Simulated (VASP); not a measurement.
# NiO (Fm-3m) in VASP: notebook

The runs below take NiO through relaxation of cell and atoms, with revPBE+D3(BJ), revPBE+D4, r2SCAN50.

All numbers are computed with VASP 6.6.1; they aren't measurements. Logs are shortened: lines on timing, memory, paths and dates and some standing lists are left out, and cuts for length are marked.

### Step 1. The structure

It takes space group Fm-3m (No. 225, cubic). The conventional cell has a = 4.172 Å, b = 4.172 Å, c = 4.172 Å, α = 90.00°, β = 90.00°, γ = 90.00°. Ni (site symmetry m-3m) has 6 O at 2.09 Å as nearest neighbours. O (site symmetry m-3m) is surrounded by 6 Ni at 2.09 Å.

### Step 2. Relaxation of cell and atoms, revPBE+D3(BJ), collinear spin, ferromagnetic start

File INCAR:

```
SYSTEM = NiO
ALGO = Normal
EDIFF = 1E-7
EDIFFG = -0.01
ENCUT = 600
GGA = RE
IBRION = 2
ISIF = 3
ISMEAR = -1
ISPIN = 2
IVDW = 12
LASPH = .True.
LCHARG = .False.
LMAXMIX = 4
LORBIT = 11
LREAL = .False.
LWAVE = .False.
MAGMOM = 1 0
NELM = 100
NSW = 60
PREC = Accurate
SIGMA = 0.05
```

File KPOINTS:

```
k-points
0
Gamma
  11 11 11
  0 0 0
```

File POSCAR:

```
NiO
1.0
    0.0000000000      2.0859016414      2.0859016414
    2.0859016414      0.0000000000      2.0859016414
    2.0859016414      2.0859016414      0.0000000000
Ni O
1 1
Direct
    0.0000000000      0.0000000000      0.0000000000
    0.5000000000      0.5000000000      0.5000000000
```

Potentials or basis: VASP PAW PBE potentials, release 64 (Ni, O).

Started as:

```bash
cat potpaw_PBE.64/Ni/POTCAR potpaw_PBE.64/O/POTCAR > POTCAR
mpirun -np 1 vasp_std > vasp.out
```

OUTCAR:

```text
SYSTEM = NiO
   EDIFF = 1E-7
   EDIFFG = -0.01
   ENCUT = 600
   GGA = RE
   IBRION = 2
   ISIF = 3
   ISMEAR = -1
   ISPIN = 2
   IVDW = 12
   LASPH = .True.
   LORBIT = 11
   LREAL = .False.
   NELM = 100
   NSW = 60
   PREC = Accurate
 IVDW          = 12

 ion  position               nearest neighbor table
   1  0.000  0.000  0.000-   2 2.09   2 2.09   2 2.09   2 2.09   2 2.09   2 2.09
   2  0.500  0.500  0.500-   1 2.09   1 2.09   1 2.09   1 2.09   1 2.09   1 2.09

  LATTYP: Found a face centered cubic cell.
 ALAT       =     4.1718032828

  Lattice vectors:

 A1 = (   0.0000000000,   2.0859016414,   2.0859016414)
 A2 = (   2.0859016414,   0.0000000000,   2.0859016414)
 A3 = (   2.0859016414,   2.0859016414,   0.0000000000)

Analysis of symmetry for initial positions (statically):
=====================================================================
 Subroutine PRICEL returns:
 Original cell was already a primitive cell.

 Routine SETGRP: Setting up the symmetry group for a
 face centered cubic supercell.

 Subroutine GETGRP returns: Found 48 space group operations
 (whereof 48 operations were pure point group operations)
 out of a pool of 48 trial point group operations.

The static configuration has the point symmetry O_h .

Analysis of symmetry for dynamics (positions and initial velocities):
=====================================================================
 Subroutine PRICEL returns:
 Original cell was already a primitive cell.

 Routine SETGRP: Setting up the symmetry group for a
 face centered cubic supercell.

 Subroutine GETGRP returns: Found 48 space group operations
 (whereof 48 operations were pure point group operations)
 out of a pool of 48 trial point group operations.

The dynamic configuration has the point symmetry O_h .

Analysis of structural, dynamic, and magnetic symmetry:
=====================================================================
 Subroutine PRICEL returns:
 Original cell was already a primitive cell.

 Routine SETGRP: Setting up the symmetry group for a
 face centered cubic supercell.

 Subroutine GETGRP returns: Found 48 space group operations
 (whereof 48 operations were pure point group operations)
 out of a pool of 48 trial point group operations.

The overall configuration has the point symmetry O_h .

 Subroutine INISYM returns: Found 48 space group operations
 (whereof 48 operations are pure point group operations),
 and found     1 'primitive' translations

----------------------------------------------------------------------------------------

                                     Primitive cell

  volume of cell :      18.1515

  direct lattice vectors                    reciprocal lattice vectors
     0.000000000  2.085901641  2.085901641    -0.239704495  0.239704495  0.239704495
[... 108 lines left out ...]
  Fermi-wavevector in a.u.,A,eV,Ry     =   1.569680  2.966264 33.523312  2.463894
  Thomas-Fermi vector in A             =   2.671526
   LORBIT       =     11    0 simple, 1 ext, 2 COOP (PROOUT), +10 PAW based schemes
   GGA     = RE    functional components
   LHFCALC =     F    Hartree Fock is set to
   AEXX    =    0.0000 exact exchange contribution
   IVDW    =    12    specifies the selected vdW correction
   LEPSILON=     F    determine dielectric tensor
   LRPA    =     F    only Hartree local field effects (RPA)
 conjugate gradient relaxation of ions
 spin polarized calculation
  energy-cutoff  :      600.00
  volume of cell :       18.15
 maximum number of plane-waves:       620
   NGX = 11   NGY = 11   NGZ = 11

--------------------------------------- Ionic step        1  -------------------------------------------

 number of electron      16.0000001 magnetization       1.7719918

 Free energy of the ion-electron system (eV)
  ---------------------------------------------------
  ext. energy  EPLUGINS =         0.00000000
  ---------------------------------------------------
  free energy    TOTEN  =       -10.72222169 eV

  energy without entropy =      -10.71284648  energy(sigma->0) =      -10.71753409

------------------------ aborting loop because EDIFF is reached ----------------------------------------

 Edisp (eV)   -1.04719

 E8    (eV) :    -0.6856
[... 71 lines left out ...]
--------------------------------------- Ionic step        3  -------------------------------------------

 number of electron      16.0000010 magnetization       1.8127198

 Free energy of the ion-electron system (eV)
  ---------------------------------------------------
  ext. energy  EPLUGINS =         0.00000000
  ---------------------------------------------------
  free energy    TOTEN  =       -10.74037418 eV

  energy without entropy =      -10.73206570  energy(sigma->0) =      -10.73621994

 E-fermi :   7.7975     XC(G=0): -12.4605

 val. band max:        7.7896031043   @ k =  -0.2727   0.2727   0.0000
 cond. band min:       7.8140941202   @ k =   0.2727   0.1818   0.0000
 fundamental gap:      0.0244910159
 Fermi energy:         7.7975222030

 spin component 1

 k-point     1 :       0.0000    0.0000    0.0000
  band No.  band energies     occupation
      1     -12.4667      1.00000
      2       4.6015      1.00000
      3       4.6016      1.00000
      4       4.8923      1.00000
      5       4.8923      1.00000
      6       4.8923      1.00000
      7       5.1297      1.00000
      8       5.1298      1.00000
      9       5.1298      1.00000
     10       9.2967      0.00000
     11      25.6654      0.00000
     12      26.6474      0.00000
     13      26.6474      0.00000
[... 356 lines left out ...]
      2       1.3102      1.00000
      3       2.3697      1.00000
      4       3.0778      1.00000
      5       5.1900      1.00000
      6       5.4466      1.00000
      7       6.1321      1.00000
      8       6.1873      1.00000
      9       7.6274      0.96777
     10      13.0085      0.00000
     11      19.9773      0.00000
     12      20.9200      0.00000
     13      24.0995      0.00000

 [... further k-points ...]

 spin component 2

 k-point     1 :       0.0000    0.0000    0.0000
  band No.  band energies     occupation
      1     -12.0087      1.00000
      2       5.4278      1.00000
      3       5.4278      1.00000
      4       5.4278      1.00000
      5       5.9671      1.00000
      6       5.9673      1.00000
      7       5.9675      1.00000
      8       7.3075      0.99994
      9       7.3080      0.99994
     10       9.6509      0.00000
     11      25.5720      0.00000
     12      26.8445      0.00000
     13      26.8445      0.00000
[... 401 lines left out ...]
  FREE ENERGIE OF THE ION-ELECTRON SYSTEM (eV)
  ---------------------------------------------------
  free  energy   TOTEN  =       -11.7735058200 eV

  energy  without entropy=      -11.7651973367  energy(sigma->0) =      -11.76935158

 reached required accuracy - stopping structural energy minimisation

 total charge

# of ion       s       p       d       tot
------------------------------------------
    1        0.326   0.393   8.224   8.943
    2        1.556   3.430   0.000   4.986
--------------------------------------------------
tot          1.882   3.823   8.224  13.929

 magnetization (x)

# of ion       s       p       d       tot
------------------------------------------
    1        0.011   0.014   1.465   1.490
    2        0.028   0.251   0.000   0.279
--------------------------------------------------
tot          0.039   0.265   1.465   1.769
```

Wall time 60 s (1 thread of Intel Xeon Platinum 8375C at 2.90GHz (Ice Lake), shared host); peak memory 0.18 GiB.

Results:

| Quantity | Value |
| --- | --- |
| Free energy | -11.7735 eV |
| Relaxed volume | 9.24 Å³/atom |
| Relaxed cell | a = 2.967 Å, b = 2.967 Å, c = 2.967 Å, α = 60.00°, β = 60.00°, γ = 60.00° |
| Space group after relaxing (to 0.05 Å) | Fm-3m (No. 225) |
| Energy gained by relaxing | 2.0 meV/atom |
| Ionic steps | 3 |
| Pressure after relaxing | 0.0 GPa |
| Band gap on the k mesh | none (metal or under the smearing width) |
| Net moment | 1.81 μB per cell |
| Site moments | Ni +1.49; O +0.28 μB |
| Valence electrons inside the program's atomic spheres | Ni 8.94; O 4.99 |
| Dispersion energy per atom | -0.517 eV |

The path:
```csv
step,energy change (eV),largest force (eV/Å),pressure (GPa),volume (Å³)
1,0.0000,0.0000,4.13,18.15
2,-0.0010,0.0000,-3.31,18.77
3,-0.0041,0.0000,0.00,18.48
```

Final structure:
```xyz
2
Lattice="0.0000 2.0983 2.0983 2.0983 0.0000 2.0983 2.0983 2.0983 0.0000" Properties=species:S:1:pos:R:3 pbc="T T T"
Ni    0.0000    0.0000    0.0000
O     2.0983    2.0983    2.0983
```

Caveat: the PAW data sets were made with another functional, which shifts forces and pressure a little; a cell with one magnetic atom can't hold antiferromagnetic order, which such compounds often take; semilocal functionals often make such compounds metallic where correlation or magnetic order opens a gap, which also shifts bond lengths; pairwise dispersion overbinds metals, which lowers pressure and volume.

### Step 3. Relaxation of cell and atoms, revPBE+D4, collinear spin, ferromagnetic start

File INCAR:

```
PREC     = Accurate       # precision mode
ENCUT    = 600            # plane-wave cutoff, eV
EDIFF    = 1E-6           # SCF threshold, eV
ISMEAR   = -1             # smearing method
SIGMA    = 0.05           # smearing width, eV
LREAL    = F              # projectors in reciprocal space
LASPH    = T              # aspherical terms in the spheres
NELM     = 120            # most SCF steps
ALGO     = Fast           # electronic algorithm
ISIF     = 3              # what is computed and relaxed
LWAVE    = F              # write WAVECAR
LCHARG   = F              # write CHGCAR
ISPIN    = 2              # spin polarisation
MAGMOM   = 1 0            # initial moments
LORBIT   = 11             # projections on sites
LMAXMIX  = 4              # l up to which the mixer works
GGA      = RE             # functional
IVDW     = 13             # dispersion correction
IBRION   = 2              # ionic algorithm
NSW      = 40             # ionic steps
EDIFFG   = -0.005         # ionic threshold
```

File KPOINTS:

```
regular mesh
0
Gamma
  11 11 11
```

POSCAR is that of step 2.

Potentials or basis: VASP PAW PBE potentials, release 64 (Ni, O).

Started as:

```bash
cat potpaw_PBE.64/Ni/POTCAR potpaw_PBE.64/O/POTCAR > POTCAR
mpirun -np 1 vasp_std > vasp.out
```

It took 49 s on 1 thread of Intel Xeon Platinum 8375C at 2.90GHz (Ice Lake), shared host; peak memory 0.17 GiB.

The run converged. Its results:

| Property | Result |
| --- | --- |
| Free energy | -11.9268 eV |
| Relaxed volume | 9.16 Å³/atom |
| Relaxed cell | a = 2.959 Å, b = 2.959 Å, c = 2.959 Å, α = 60.00°, β = 60.00°, γ = 60.00° |
| Space group after relaxing (to 0.05 Å) | Fm-3m (No. 225) |
| Energy gained by relaxing | 0.5 meV/atom |
| Ionic steps | 3 |
| Pressure after relaxing | 0.0 GPa |
| Band gap on the k mesh | none (metal or under the smearing width) |
| Net moment | 1.80 μB per cell |
| Site moments | Ni +1.48; O +0.28 μB |
| Valence electrons inside the program's atomic spheres | Ni 8.96; O 4.99 |
| Dispersion energy per atom | -0.597 eV |

The path:
```
step  energy change (eV)  largest force (eV/Å)  pressure (GPa)  volume (Å³)
   1              0.0000                0.0000            1.72        18.15
   2             -0.0007                0.0000           -0.79        18.41
   3             -0.0009                0.0000            0.02        18.33
```

Final structure:
```yaml
crystal:
  lattice:
    - [0.00000, 2.09262, 2.09262]
    - [2.09262, 0.00000, 2.09262]
    - [2.09262, 2.09262, 0.00000]
  atoms:
    - { symbol: Ni, position: [0.00000, 0.00000, 0.00000] }
    - { symbol: O, position: [0.50000, 0.50000, 0.50000] }
```

Levels at points of the mesh, in eV from the Fermi level:
Spin up:
```csv
k point,band 6,band 7,band 8,band 9,band 10,band 11,band 12,band 13
"(0.00, 0.00, 0.00)",-2.95,-2.68,-2.68,-2.68,1.54,17.89,18.91,18.91
```
Spin down:
```
           k point  band 5  band 6  band 7  band 8  band 9  band 10
(0.00, 0.00, 0.00)   -1.85   -1.85   -1.85   -0.52   -0.51     1.89
```

Caveat: the PAW data sets were made with another functional, which shifts forces and pressure a little; a cell with one magnetic atom can't hold antiferromagnetic order, which such compounds often take; semilocal functionals often make such compounds metallic where correlation or magnetic order opens a gap, which also shifts bond lengths; pairwise dispersion overbinds metals, which lowers pressure and volume.

[end of part 1 of 2]
